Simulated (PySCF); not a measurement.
## Identify the compound

The spectra below were simulated for a compound C3H9N.

$^{1}$H NMR (400 MHz, computed): δ 2.87 (t, J = 7.2 Hz, 2H), 1.49 (sext, J = 7.6 Hz, 2H), 0.99 (t, J = 7.8 Hz, 3H), 0.52 (br s, 2H).

$^{13}$C{$^{1}$H} NMR (computed): δ 51.0 (CH2), 30.6 (CH2), 14.0 (CH3).

Level of theory: B3LYP/pcJ-1 coupling constants (spin–dipole term only in couplings to heteroatoms), GFN2-xTB geometry, σ from GIAO-PBE0/pcSseg-1, in PySCF 2.14.0 with density-fitted response routines (one computed conformer, rapidly exchanging positions averaged, isolated molecule, non-relativistic).

Shifts are taken against calculated references (same method and geometry level): $^{1}$H, $^{13}$C vs TMS.

**Question.** Which candidate is it?
A. CN(C)C
B. CC(C)N
C. CCNC
D. CCCN

**Answer.** D. 

The formula gives 0 degrees of unsaturation. 3 carbon signals for 3 carbons: no two carbons are equivalent. Carbon types of the structure: 2 × CH2, 1 × CH3, leaving 2 H on heteroatoms. δC 51.0: sp3 CH2 bonded to N; deshielded by the electronegative neighbour. δC 14.0: methyl carbon; aliphatic region, no heteroatom directly attached. δH 2.87: hydrogen on an sp3 CH2 bonded to N; its carbon carries N, hence the downfield position. δH 0.99: hydrogen on a methyl carbon; far from electronegative atoms and π systems. δH 0.52: hydrogen on an amine nitrogen; exchangeable, gas-phase position. The protons at 0.99 and 1.49 share a coupling of 7.8 Hz (vicinal). The protons at 1.49 and 2.87 share a coupling of 7.2 Hz (vicinal).

The others: CCNC has carbons computed at 51.6, 40.3, 18.3, with a different DEPT pattern; CC(C)N would give 2 carbon signals, not 3; CN(C)C would give 1 carbon signal, not 3.

Exchangeable OH/NH protons stand at their gas-phase positions; hydrogen bonding in a real sample shifts them, mostly to higher δ. Multiplet labels drop couplings under 1 Hz and merge nearly equal ones. Unscaled 3J(H,H) at this level run about 10 % above measured values. Shifts are as computed. Against solution values, carbons near 30 ppm lie about +3 ppm off and those near 130 ppm about +5 ppm. Of 1211 compounds with measured shifts, 218 miss one by over three times the rms of a fit or turn the order of signals round; such compounds aren't used in these exercises. Couplings to exchangeable protons are dropped. Vicinal H,H couplings across rotating CH2–CH2 and CH–CH2 bonds are estimated from the computed gauche and anti values for equal rotamer populations, (2 J gauche + J anti)/3.
